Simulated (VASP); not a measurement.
# Ag (Fm-3m) in VASP: settings compared, part 2 of 2

VASP 6.6.1. Earlier steps stand in the parts before.

## 5. Relaxation of cell and atoms, PBEsol

File INCAR:

```
SYSTEM = Ag
ALGO = Normal ; EDIFF = 1E-7
EDIFFG = -0.005 ; ENCUT = 480
GGA = PS ; IBRION = 2
ISIF = 3 ; ISMEAR = 0
LASPH = .True. ; LCHARG = .False.
LREAL = .False. ; LWAVE = .False.
NELM = 100 ; NSW = 90
PREC = Accurate ; SIGMA = 0.1
```

File KPOINTS:

```
k-points
0
Gamma
  18 18 18
  0 0 0
```

File POSCAR:

```
Ag
1.0
    0.0000000000      2.0675000000      2.0675000000
    2.0675000000      0.0000000000      2.0675000000
    2.0675000000      2.0675000000      0.0000000000
Ag
1
Direct
    0.0000000000      0.0000000000      0.0000000000
```

Potentials or basis: VASP PAW PBE potentials, release 64 (Ag).

The run is started by

```sh
cat potpaw_PBE.64/Ag/POTCAR > POTCAR
mpirun -np 1 vasp_std > vasp.out
```

OUTCAR:

```text
SYSTEM = Ag
   EDIFF = 1E-7
   EDIFFG = -0.005
   ENCUT = 480
   GGA = PS
   IBRION = 2
   ISIF = 3
   ISMEAR = 0
   LASPH = .True.
   LREAL = .False.
   NELM = 100
   NSW = 90
   PREC = Accurate

 ion  position               nearest neighbor table
   1  0.000  0.000  0.000-

  LATTYP: Found a face centered cubic cell.
 ALAT       =     4.1350000000

  Lattice vectors:

 A1 = (   0.0000000000,   2.0675000000,   2.0675000000)
 A2 = (   2.0675000000,   0.0000000000,   2.0675000000)
 A3 = (   2.0675000000,   2.0675000000,   0.0000000000)

Analysis of symmetry for initial positions (statically):
=====================================================================
 Subroutine PRICEL returns:
 Original cell was already a primitive cell.

 Routine SETGRP: Setting up the symmetry group for a
 face centered cubic supercell.
[... 255 lines left out ...]

 k-point     1 :       0.0000    0.0000    0.0000
  band No.  band energies     occupation
      1       0.5622      2.00000
      2       3.7159      2.00000
      3       3.7159      2.00000
      4       3.7159      2.00000
      5       4.8090      2.00000
      6       4.8090      2.00000
      7      24.6113      0.00000
      8      28.3286      0.00000
      9      28.3286      0.00000
[... 265 lines left out ...]
 k-point    24 :      -0.2222    0.0556    0.0000
  band No.  band energies     occupation
      1       2.0256      2.00000
      2       3.6987      2.00000
      3       3.9730      2.00000
      4       3.9823      2.00000
      5       4.7551      2.00000
      6       5.1348      2.00000
      7      20.2921      0.00000
      8      24.9113      0.00000
      9      27.4181      0.00000

 [... further k-points ...]

------------------------ aborting loop because EDIFF is reached ----------------------------------------

  FORCE on cell =-STRESS in cart. coord.  units (eV):
  Direction    XX          YY          ZZ          XY          YZ          ZX
  --------------------------------------------------------------------------------------
  -------------------------------------------------------------------------------------
  Total       -0.0019339     -0.0019339     -0.0019339      0.0000000      0.0000000     -0.0000000
  in kB       -0.1862094     -0.1862094     -0.1862094      0.0000000      0.0000000     -0.0000000
  external PRESSURE =      -0.1862094 kB  Pullay stress =       0.0000000 kB
[... 16 lines left out ...]
  FREE ENERGIE OF THE ION-ELECTRON SYSTEM (eV)
  ---------------------------------------------------
  free  energy   TOTEN  =        -3.3122992756 eV

  energy  without entropy=       -3.3113301700  energy(sigma->0) =       -3.31181472

 reached required accuracy - stopping structural energy minimisation
```

OSZICAR:

```text
N       E                     dE             d eps       ncg     rms          rms(c)
DAV:   1     0.417225442061E+02    0.41723E+02   -0.54370E+03  3638   0.103E+03
DAV:   2    -0.325970288697E+01   -0.44982E+02   -0.42698E+02  3593   0.199E+02
[... 22 lines left out ...]
DAV:   1    -0.352055702662E+01   -0.21727E+00   -0.40004E+00  3555   0.251E+01    0.297E+00
DAV:   2    -0.331952693638E+01    0.20103E+00   -0.82906E-01  3549   0.101E+01    0.105E+00
DAV:   3    -0.331361963512E+01    0.59073E-02   -0.16453E-02  3596   0.130E+00    0.697E-01
DAV:   4    -0.331229477359E+01    0.13249E-02   -0.16830E-03  3716   0.413E-01    0.379E-02
DAV:   5    -0.331229719683E+01   -0.24232E-05   -0.90815E-05  3882   0.873E-02    0.139E-02
DAV:   6    -0.331229926648E+01   -0.20696E-05   -0.33958E-06  3787   0.228E-02    0.786E-04
DAV:   7    -0.331229927561E+01   -0.91311E-08   -0.23882E-08  2392   0.163E-03
   3 F= -.33122993E+01 E0= -.33118147E+01  d E =-.209634E-01
```

CONTCAR:

```text
Ag
   1.00000000000000
    -0.0000000000000000    2.0262920300062115    2.0262920300062115
     2.0262920300062115    0.0000000000000000    2.0262920300062115
     2.0262920300062115    2.0262920300062115    0.0000000000000000
  Ag
     1
Direct
     0.0000000000000000    0.0000000000000000    0.0000000000000000

  0.00000000E+00  0.00000000E+00  0.00000000E+00
```

Run time: 31 s. Hardware: 1 thread of Intel Xeon 6975P-C (Granite Rapids), shared host; peak memory 0.16 GiB.

What came out:

* Free energy: -3.3123 eV
* Relaxed volume: 16.64 Å³/atom
* Relaxed cell: a = 2.866 Å, b = 2.866 Å, c = 2.866 Å, α = 60.00°, β = 60.00°, γ = 60.00°
* Space group after relaxing (to 0.05 Å): Fm-3m (No. 225)
* Energy gained by relaxing: 21.0 meV/atom
* Ionic steps: 3
* Pressure after relaxing: 0.0 GPa
* Band gap on the k mesh: none (metal or under the smearing width)

Step by step:
```
step  energy change (eV)  largest force (eV/Å)  pressure (GPa)  volume (Å³)
   1              0.0000                0.0000           -6.04        17.68
   2             -0.0120                0.0000            4.94        16.03
   3             -0.0210                0.0000           -0.02        16.64
```

Final structure:
```
CELL_PARAMETERS angstrom
0.00000 2.02629 2.02629
2.02629 0.00000 2.02629
2.02629 2.02629 0.00000
ATOMIC_POSITIONS crystal
Ag 0.00000 0.00000 0.00000
```

Levels at points of the mesh, in eV from the Fermi level:
| k point | band 2 | band 3 | band 4 | band 5 | band 6 | band 7 | band 8 | band 9 |
| --- | --- | --- | --- | --- | --- | --- | --- | --- |
| (0.00, 0.00, 0.00) | -4.81 | -4.81 | -4.81 | -3.72 | -3.72 | 16.08 | 19.80 | 19.80 |
| (0.50, 0.00, 0.00) | -4.83 | -4.83 | -2.88 | -2.88 | -0.48 | 3.77 | 15.32 | 18.11 |
| (0.50, 0.50, 0.00) | -6.39 | -2.91 | -2.67 | -2.67 | 1.57 | 6.96 | 10.77 | 10.77 |

Caveat: the PAW data sets were made with another functional, which shifts forces and pressure a little.

## 6. Relaxation of cell and atoms, RPBE

Changes to INCAR since step 5:

```diff
@@ -2,4 +2,4 @@
 ALGO = Normal ; EDIFF = 1E-7
-EDIFFG = -0.005 ; ENCUT = 480
-GGA = PS ; IBRION = 2
+EDIFFG = -0.005 ; ENCUT = 600
+GGA = RP ; IBRION = 2
 ISIF = 3 ; ISMEAR = 0
```

KPOINTS is that of step 5.

POSCAR is that of step 5.

Potentials or basis: VASP PAW PBE potentials, release 64 (Ag).

The run is started by

```sh
cat potpaw_PBE.64/Ag/POTCAR > POTCAR
mpirun -np 1 vasp_std > vasp.out
```

Wall time 27 s (1 thread of Intel Xeon 6975P-C (Granite Rapids), shared host); peak memory 0.17 GiB.

It converged, with:

```yaml
Free_energy: -2.2022 eV
Relaxed_volume: 18.64 Å³/atom
Relaxed_cell: a = 2.976 Å, b = 2.976 Å, c = 2.976 Å, α = 60.00°, β = 60.00°, γ = 60.00°
Space_group_after_relaxing_to_0.05_Å: Fm-3m (No. 225)
Energy_gained_by_relaxing: 13.1 meV/atom
Ionic_steps: 3
Pressure_after_relaxing: 0.0 GPa
Band_gap_on_the_k_mesh: none (metal or under the smearing width)
```

Step by step:
```
step  energy change (eV)  largest force (eV/Å)  pressure (GPa)  volume (Å³)
   1              0.0000                0.0000            4.64        17.68
   2             -0.0115                0.0000           -1.38        19.02
   3             -0.0131                0.0000            0.02        18.64
```

Final structure:
```yaml
crystal:
  lattice:
    - [0.00000, 2.10448, 2.10448]
    - [2.10448, 0.00000, 2.10448]
    - [2.10448, 2.10448, 0.00000]
  atoms:
    - { symbol: Ag, position: [0.00000, 0.00000, 0.00000] }
```

Levels at points of the mesh, in eV from the Fermi level:
| k point | band 3 | band 4 | band 5 | band 6 | band 7 | band 8 | band 9 |
| --- | --- | --- | --- | --- | --- | --- | --- |
| (0.00, 0.00, 0.00) | -4.52 | -4.52 | -3.65 | -3.65 | 15.79 | 18.89 | 18.89 |
| (0.50, 0.00, 0.00) | -4.54 | -2.97 | -2.97 | -0.14 | 3.16 | 15.01 | 17.02 |
| (0.50, 0.50, 0.00) | -3.00 | -2.79 | -2.79 | 1.72 | 6.10 | 10.27 | 10.27 |

Caveat: the PAW data sets were made with another functional, which shifts forces and pressure a little. Zero-point motion and thermal expansion aren't in these numbers.

## 7. Overview

```tsv
task	level	cell	k mesh	cutoff (eV)	mesh quality	gap on the mesh (eV)	pressure (GPa)	relaxed volume (Å³/atom)
relaxation of cell and atoms	PBEsol	relaxed	6 × 6 × 6	600	coarse	none	0.0	16.75
single point	PBEsol	as given	18 × 18 × 18	520	not flagged	none	-6.1	-
relaxation of cell and atoms	PBEsol	relaxed	18 × 18 × 18	580	not flagged	none	0.0	16.63
relaxation of cell and atoms	PBEsol	relaxed	18 × 18 × 18	480	not flagged	none	0.0	16.64
relaxation of cell and atoms	RPBE	relaxed	18 × 18 × 18	600	not flagged	none	0.0	18.64
```

Alike in all rows: potentials or basis VASP PAW PBE potentials, release 64 (Ag); no spin polarisation; smearing gaussian 0.1 eV.

Caveats: some runs use coarse meshes; the PAW data sets were made with another functional, which shifts forces and pressure a little.

Total energies depend on the potentials used, so only differences within one code and one set of settings carry meaning.
